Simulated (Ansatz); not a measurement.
## Energy, volume and coordination in Ga2S

All numbers below come from DFT PBE, scalar-relativistic, plane waves, PAW in Ansatz. All cells share a 420 eV cutoff and Γ-centred k meshes spaced at most about 0.3 Å⁻¹ (about 0.25 or finer for metals, 2π included). No spin polarisation.

These are static total energies at zero pressure. Rows are sorted by volume; energies count from the lowest form computed. Coordination counts S atoms around Ga (those within 1.25 times the shortest such distance or 1.15 times the sum of covalent radii, 1.27 where that leaves under three; the shortest distance is added where it exceeds 1.18 times the sum of covalent radii). The table shows 5 of 10 forms computed.

```tsv
row	form	source	atoms	coordination	V (Å³/atom)	gap on mesh (eV)	ΔE (meV/atom)
1	I4_1/amd	invented	6	Ga 3	18.3	0	116
2	anti-cadmium chloride type, R-3m	invented	3	Ga 3	20.1	0	?
3	Cmme	invented	6	Ga 2	23.8	0	0
4	anti-fluorite type, Fm-3m	invented	3	Ga 4 from 2.9 Å	25.1	0	373
5	P-42m	invented	6	Ga 1	26.4	0	263
```

The cell of row 2:

```
Ga S
1.0
     1.80992    1.04496    5.30213
    -1.80992    1.04496    5.30213
     0.00000   -2.08991    5.30213
Ga S
2 1
Cartesian
  0.0000 0.0000 12.2276
  0.0000 0.0000 3.6788
  0.0000 0.0000 0.0000
```

**Question.** Estimate the missing energy, and say where the row ranks.

**Answer.** 109 meV/atom, which puts it above row 3 and below row 1. Counting S atoms around Ga, row 2 has Ga 3 and the lowest form (row 3) has Ga 2.

An observed structure of this formula, if there is one, may be missing.

For metals, differences of a few meV/atom aren't resolved. No dispersion correction is applied, so the spacing and binding between layers, chains or molecules are poorly described (P-42m), and this can change margins and order among such cells. Cells relaxed within their symmetry can be saddle points. Some structure types and database cells were kept out of the candidates from the start, so a known form may be missing.

The energy follows neither density nor the number of Ga–S contacts: the lowest form shown, Cmme, has an intermediate volume and twofold Ga. The estimated 109 meV/atom for the anti-cadmium chloride type is too close to the 116 meV/atom of I4_1/amd to settle their order, though both lie clearly above Cmme.

Formally, Ga2S contains Ga(I) with a filled 4s shell, which tends to favour few, short bonds on one side of the atom. The anti-fluorite type instead imposes a regular tetrahedral site with long contacts from 2.9 Å, which probably explains its high energy. For P-42m, the cost may reflect too few Ga–S bonds or missing dispersion attraction.

The zero gaps argue against a simple ionic closed-shell picture. In the row 2 cell, Ga layers face each other without S between them, which suggests that Ga–Ga interactions contribute to the metallic character. Nothing here tests stability against disproportionation into gallium and GaS.
